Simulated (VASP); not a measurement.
# Na (P6_3/mmc) in VASP: a series of runs

The runs below take Na through single point, relaxation of cell and atoms, with PBE.

Everything below comes from runs of VASP 6.6.1. Logs are shortened: lines on timing, memory, paths and dates and some standing lists are left out, and cuts for length are marked.

**1. The crystal as given**

It takes space group P6_3/mmc (No. 194, hexagonal). The conventional cell has a = 3.790 Å, b = 3.790 Å, c = 5.955 Å, α = 90.00°, β = 90.00°, γ = 120.00°. Na (site symmetry -6m2) is surrounded by 12 Na at 3.69 to 3.79 Å.

The cell was built by a generator and needn't be a form met in nature.

**2. Single point, PBE**

Contents of INCAR:

```
SYSTEM = Na
PREC = Accurate
ENCUT = 520
EDIFF = 1E-6
ISMEAR = 0
SIGMA = 0.05
LREAL = .False.
LASPH = .True.
NELM = 100
ALGO = Normal
ISIF = 2
LWAVE = .False.
LCHARG = .False.
GGA = PE
NBANDS = 14
```

Contents of KPOINTS:

```
Automatic mesh
0
Gamma
  6 6 4
  0 0 0
```

Contents of POSCAR:

```
Na
1.0
    3.7896653344      0.0000000000      0.0000000000
   -1.8948326672      3.2819464514      0.0000000000
    0.0000000000      0.0000000000      5.9546513356
Na
2
Direct
    0.3333333333      0.6666666667      0.7500000000
    0.6666666667      0.3333333333      0.2500000000
```

Potentials or basis: VASP PAW PBE potentials, release 64 (Na_pv).

The run is started by

```bash
$ cat potpaw_PBE.64/Na_pv/POTCAR > POTCAR
$ mpirun -np 1 vasp_std > vasp.out
```

OUTCAR:

```text
SYSTEM = Na
   PREC = Accurate
   ENCUT = 520
   EDIFF = 1E-6
   ISMEAR = 0
   LREAL = .False.
   LASPH = .True.
   NELM = 100
   ISIF = 2
   GGA = PE

 ion  position               nearest neighbor table
   1  0.333  0.667  0.750-
   2  0.667  0.333  0.250-

  LATTYP: Found a hexagonal cell.
 ALAT       =     3.7896653344
 C/A-ratio  =     1.5712868579

  Lattice vectors:

 A1 = (   3.7896653344,   0.0000000000,   0.0000000000)
 A2 = (  -1.8948326672,   3.2819464514,   0.0000000000)
 A3 = (   0.0000000000,   0.0000000000,   5.9546513356)

Analysis of symmetry for initial positions (statically):
=====================================================================
 Subroutine PRICEL returns:
 Original cell was already a primitive cell.

 Routine SETGRP: Setting up the symmetry group for a
 hexagonal supercell.

 Subroutine GETGRP returns: Found 24 space group operations
 (whereof 12 operations were pure point group operations)
 out of a pool of 24 trial point group operations.

The static configuration has the point symmetry D_3d.
 The point group associated with its full space group is D_6h.

Analysis of symmetry for dynamics (positions and initial velocities):
=====================================================================
 Subroutine PRICEL returns:
 Original cell was already a primitive cell.

 Routine SETGRP: Setting up the symmetry group for a
 hexagonal supercell.

 Subroutine GETGRP returns: Found 24 space group operations
 (whereof 12 operations were pure point group operations)
 out of a pool of 24 trial point group operations.

The dynamic configuration has the point symmetry D_3d.
 The point group associated with its full space group is D_6h.

 Subroutine INISYM returns: Found 24 space group operations
 (whereof 12 operations are pure point group operations),
 and found     1 'primitive' translations

----------------------------------------------------------------------------------------

                                     Primitive cell

  volume of cell :      74.0608

  direct lattice vectors                    reciprocal lattice vectors
     3.789665334  0.000000000  0.000000000     0.263875544  0.152348616  0.000000000
    -1.894832667  3.281946451  0.000000000     0.000000000  0.304697232  0.000000000
     0.000000000  0.000000000  5.954651336     0.000000000  0.000000000  0.167935945

  length of vectors
     3.789665334  3.789665334  5.954651336     0.304697232  0.304697232  0.167935945

  position of ions in fractional coordinates (direct lattice)
     0.333333333  0.666666667  0.750000000
     0.666666667  0.333333333  0.250000000

  ion indices of the primitive-cell ions
   primitive index   ion index
                 1           1
                 2           2

----------------------------------------------------------------------------------------

 KPOINTS: Automatic mesh

Automatic generation of k-mesh.
 Grid dimensions read from file:
 generate k-points for:    6    6    4

 Generating k-lattice:

  Cartesian coordinates                     Fractional coordinates (reciprocal lattice)
     0.043979257  0.025391436  0.000000000     0.166666667  0.000000000  0.000000000
     0.000000000  0.050782872  0.000000000     0.000000000  0.166666667  0.000000000
     0.000000000  0.000000000  0.041983986     0.000000000  0.000000000  0.250000000

  Length of vectors
     0.050782872  0.050782872  0.041983986

  Shift w.r.t. Gamma in fractional coordinates (k-lattice)
     0.000000000  0.000000000  0.000000000

 Subroutine IBZKPT returns following result:
 ===========================================

 Found     21 irreducible k-points:

 Following reciprocal coordinates:
            Coordinates               Weight
  0.000000  0.000000  0.000000      1.000000
  0.166667  0.000000  0.000000      6.000000
  0.333333  0.000000  0.000000      6.000000
  0.500000  0.000000  0.000000      3.000000
  0.166667  0.166667  0.000000      6.000000
  0.333333  0.166667  0.000000     12.000000
[... 13 lines left out ...]
  0.333333  0.166667  0.500000     12.000000
  0.333333  0.333333  0.500000      2.000000
   k-points           NKPTS =     21   k-points in BZ     NKDIM =     21   number of bands    NBANDS=     14
   number of dos      NEDOS =    301   number of ions     NIONS =      2
   total plane-waves  NPLWV =  37632
   dimension x,y,z NGX =    28 NGY =   28 NGZ =   48
   dimension x,y,z NGXF=    56 NGYF=   56 NGZF=   96
   ions per type =               2
   NGX,Y,Z   is equivalent  to a cutoff of  12.28, 12.28, 13.40 a.u.
   NGXF,Y,Z  is equivalent  to a cutoff of  24.57, 24.57, 26.80 a.u.
 SYSTEM =  Na
   PREC   = accura    normal or accurate (medium, high low for compatibility)
   ISTART =      0    job   : 0-new  1-cont  2-samecut
   ICHARG =      2    charge: 1-file 2-atom 10-const
   ISPIN  =      1    spin polarized calculation?
   LNONCOLLINEAR =      F non collinear calculations
   LSORBIT =      F    spin-orbit coupling
   LASPH  =      T    aspherical Exc in radial PAW
   ENCUT  =  520.0 eV  38.22 Ry    6.18 a.u.   7.05  7.05 11.07*2*pi/ulx,y,z
   NELM   =    100;   NELMIN=  2; NELMDL= -5     # of ELM steps
   EDIFF  = 0.1E-05   stopping-criterion for ELM
   LREAL  =      F    real-space projection
   EDIFFG = 0.1E-04   stopping-criterion for IOM
   NSW    =      0    number of steps for IOM
   IBRION =     -1    ionic relax: 0-MD 1-quasi-New 2-CG
   NFREE  =      0    steps in history (QN), initial steepest desc. (CG)
   ISIF   =      2    stress and relaxation
   ISYM   =      2    0-nonsym 1-usesym 2-fastsym
   POTIM  = 0.5000    time-step for ionic-motion
   TEBEG  =    0.0;   TEEND  =   0.0 temperature during run
   PSTRESS=    0.0 pullay stress
   NELECT =      14.0000    total number of electrons
   NUPDOWN=      -1.0000    fix difference up-down
   EMIN   =  10.00;   EMAX   =-10.00  energy-range for DOS
   EFERMI =   0.00;   METHOD = LEGACY
   ISMEAR =     0;   SIGMA  =   0.05  broadening in eV -4-tet -1-fermi 0-gaus
   EFERMI_NEDOS =   21; number of points for ismear=-14 and -15
   IALGO  =     38    algorithm
   IMIX   =      4    mixing-type and parameters
     AMIX     =   0.40;   BMIX     =  1.00
     AMIX_MAG =   1.60;   BMIX_MAG =  1.00
  volume/ion in A,a.u.               =      37.03       249.89
  Fermi-wavevector in a.u.,A,eV,Ry     =   0.939553  1.775498 12.010677  0.882760
  Thomas-Fermi vector in A             =   2.066877
   LORBIT       =      0    0 simple, 1 ext, 2 COOP (PROOUT), +10 PAW based schemes
   GGA     = PE    functional components
   LHFCALC =     F    Hartree Fock is set to
   AEXX    =    0.0000 exact exchange contribution
   IVDW    =     0    specifies the selected vdW correction
   LEPSILON=     F    determine dielectric tensor
   LRPA    =     F    only Hartree local field effects (RPA)
 non-spin polarized calculation
 Gauss-broadening in eV      SIGMA  =   0.05
  energy-cutoff  :      520.00
  volume of cell :       74.06
 maximum number of plane-waves:      2020
   NGX = 15   NGY = 15   NGZ = 23

 number of electron      14.0000013 magnetization

 Free energy of the ion-electron system (eV)
  ---------------------------------------------------
  ext. energy  EPLUGINS =         0.00000000
  ---------------------------------------------------
  free energy    TOTEN  =        -2.63430990 eV

  energy without entropy =       -2.63326014  energy(sigma->0) =       -2.63378502

 E-fermi :   0.1081     XC(G=0):  -6.5042

 val. band max:        0.0469216007   @ k =   0.3333   0.1667   0.2500
 cond. band min:       0.4964383380   @ k =   0.5000   0.0000   0.0000
 fundamental gap:      0.4495167373
 Fermi energy:         0.1081451827

 k-point     1 :       0.0000    0.0000    0.0000
  band No.  band energies     occupation
      1     -24.6043      2.00000
      2     -24.5707      2.00000
      3     -24.5707      2.00000
      4     -24.5656      2.00000
      5     -24.5646      2.00000
      6     -24.5646      2.00000
      7      -2.9495      2.00000
      8       1.0669      0.00000
      9       1.5257      0.00000
     10      10.0042      0.00000
     11      10.0042      0.00000
     12      10.3283      0.00000
     13      10.3283      0.00000
     14      10.7370      0.00000

 k-point     2 :       0.1667    0.0000    0.0000
  band No.  band energies     occupation
      1     -24.6012      2.00000
      2     -24.5764      2.00000
      3     -24.5727      2.00000
      4     -24.5706      2.00000
      5     -24.5672      2.00000
      6     -24.5655      2.00000
      7      -2.5495      2.00000
      8       1.4217      0.00000
      9       1.9086      0.00000
     10       6.5399      0.00000
     11       8.5158      0.00000
     12       8.7879      0.00000
     13      10.0703      0.00000
     14      11.2595      0.00000

 k-point     3 :       0.3333    0.0000    0.0000
  band No.  band energies     occupation
      1     -24.5937      2.00000
      2     -24.5881      2.00000
      3     -24.5822      2.00000
      4     -24.5764      2.00000
      5     -24.5715      2.00000
      6     -24.5674      2.00000
      7      -1.3678      2.00000
      8       2.4910      0.00000
      9       2.7237      0.00000
     10       3.5987      0.00000
     11       6.8185      0.00000
     12       6.9518      0.00000
     13       7.5304      0.00000
     14       9.0212      0.00000
[... 273 lines left out ...]
 k-point    20 :       0.3333    0.1667    0.5000
  band No.  band energies     occupation
      1     -24.5957      2.00000
      2     -24.5957      2.00000
      3     -24.5788      2.00000
      4     -24.5788      2.00000
      5     -24.5717      2.00000
      6     -24.5717      2.00000
      7       0.8120      0.00000
      8       0.8120      0.00000
      9       3.0786      0.00000
     10       3.0786      0.00000
     11       5.3797      0.00000
     12       5.3797      0.00000
     13       9.0566      0.00000
     14       9.0566      0.00000

 k-point    21 :       0.3333    0.3333    0.5000
  band No.  band energies     occupation
      1     -24.5943      2.00000
      2     -24.5943      2.00000
      3     -24.5839      2.00000
      4     -24.5839      2.00000
      5     -24.5712      2.00000
      6     -24.5712      2.00000
      7       2.3414      0.00000
      8       2.3414      0.00000
      9       2.5277      0.00000
     10       2.5277      0.00000
     11       3.3641      0.00000
     12       3.3641      0.00000
     13      10.5284      0.00000
     14      10.5288      0.00000

------------------------ aborting loop because EDIFF is reached ----------------------------------------

  FORCE on cell =-STRESS in cart. coord.  units (eV):
  Direction    XX          YY          ZZ          XY          YZ          ZX
  --------------------------------------------------------------------------------------
  -------------------------------------------------------------------------------------
  Total       -0.0120070     -0.0120070      0.0065623      0.0000000      0.0000000     -0.0000000
  in kB       -0.2597514     -0.2597514      0.1419638      0.0000000      0.0000000     -0.0000000
  external PRESSURE =      -0.1258464 kB  Pullay stress =       0.0000000 kB

 VOLUME and BASIS-vectors are now :
 -----------------------------------------------------------------------------
  energy-cutoff  :      520.00
  volume of cell :       74.06
      direct lattice vectors                 reciprocal lattice vectors
     3.789665334  0.000000000  0.000000000     0.263875544  0.152348616  0.000000000
    -1.894832667  3.281946451  0.000000000     0.000000000  0.304697232  0.000000000
     0.000000000  0.000000000  5.954651336     0.000000000  0.000000000  0.167935945

 POSITION                                       TOTAL-FORCE (eV/Angst)
 -----------------------------------------------------------------------------------
     -0.00000      2.18796      4.46599        -0.000000     -0.000000      0.000000
      1.89483      1.09398      1.48866         0.000000      0.000000      0.000000
 -----------------------------------------------------------------------------------
    total drift:                               -0.000000      0.000000     -0.000000

  FREE ENERGIE OF THE ION-ELECTRON SYSTEM (eV)
  ---------------------------------------------------
  free  energy   TOTEN  =        -2.6343099028 eV

  energy  without entropy=       -2.6332601362  energy(sigma->0) =       -2.63378502
```

Run time: 14 s. Hardware: 1 thread of Intel Xeon Platinum 8175M at 2.50GHz (Skylake/Cascade Lake), shared host; peak memory 0.18 GiB.

Results:

```
Free energy            : -2.6343 eV
Pressure               : 0.0 GPa
Band gap on the k mesh : none (metal or under the smearing width)
```

**3. Relaxation of cell and atoms, PBE**

This run uses another cell than the first one, of 37.84 Å³/atom, 1.022 times its volume.

Contents of INCAR:

```
SYSTEM = Na
PREC = Accurate
ENCUT = 600
EDIFF = 1E-7
ISMEAR = 0
SIGMA = 0.05
LREAL = .False.
LASPH = .True.
NELM = 100
ALGO = Fast
ISIF = 3
LWAVE = .False.
LCHARG = .False.
GGA = PE
IBRION = 2
NSW = 80
EDIFFG = -0.03
```

KPOINTS is that of step 2.

Contents of POSCAR:

```
Na
1.0
    3.7682404875      0.0000000000      0.0000000000
   -1.8841202437      3.2633919897      0.0000000000
    0.0000000000      0.0000000000      6.1547927962
Na
2
Direct
    0.3333333333      0.6666666667      0.7500000000
    0.6666666667      0.3333333333      0.2500000000
```

Potentials or basis: VASP PAW PBE potentials, release 64 (Na_pv).

The run is started by

```bash
$ cat potpaw_PBE.64/Na_pv/POTCAR > POTCAR
$ mpirun -np 1 vasp_std > vasp.out
```

Run time: 68 s. Hardware: 1 thread of Intel Xeon Platinum 8175M at 2.50GHz (Skylake/Cascade Lake), shared host; peak memory 0.2 GiB.

It converged, with:

- Free energy: -2.6343 eV
- Relaxed volume: 36.94 Å³/atom
- Relaxed cell: a = 3.782 Å, b = 3.782 Å, c = 5.964 Å, α = 90.00°, β = 90.00°, γ = 120.00°
- Space group after relaxing (to 0.05 Å): P6_3/mmc (No. 194)
- Energy gained by relaxing: 2.7 meV/atom
- Ionic steps: 3
- Pressure after relaxing: 0.0 GPa
- Band gap on the k mesh: none (metal or under the smearing width)

Step by step:
```
step  energy change (eV)  largest force (eV/Å)  pressure (GPa)  volume (Å³)
   1              0.0000                0.0000           -0.17        75.69
   2             -0.0023                0.0000           -0.13        75.24
   3             -0.0053                0.0000            0.00        73.89
```

Final structure:
```cif
data_structure
_symmetry_space_group_name_H-M 'P 1'
_symmetry_Int_Tables_number 1
_cell_length_a 3.7823
_cell_length_b 3.7823
_cell_length_c 5.9638
_cell_angle_alpha 90.000
_cell_angle_beta 90.000
_cell_angle_gamma 120.000
_cell_volume 73.89
loop_
_atom_site_label
_atom_site_type_symbol
_atom_site_fract_x
_atom_site_fract_y
_atom_site_fract_z
_atom_site_occupancy
Na1 Na 0.33333 0.66667 0.75000 1
Na2 Na 0.66667 0.33333 0.25000 1
```

Levels at points of the mesh, in eV from the Fermi level:
| k point | band 5 | band 6 | band 7 | band 8 | band 9 | band 10 |
| --- | --- | --- | --- | --- | --- | --- |
| (0.00, 0.00, 0.00) | -24.67 | -24.67 | -3.07 | 0.94 | 1.39 | 9.93 |
| (0.50, 0.00, 0.00) | -24.69 | -24.68 | 0.39 | 0.49 | 4.16 | 4.18 |
| (0.00, 0.00, 0.50) | -24.68 | -24.68 | -1.98 | -1.98 | 6.15 | 6.15 |
| (0.50, 0.00, 0.50) | -24.68 | -24.68 | 1.25 | 1.25 | 1.72 | 1.72 |
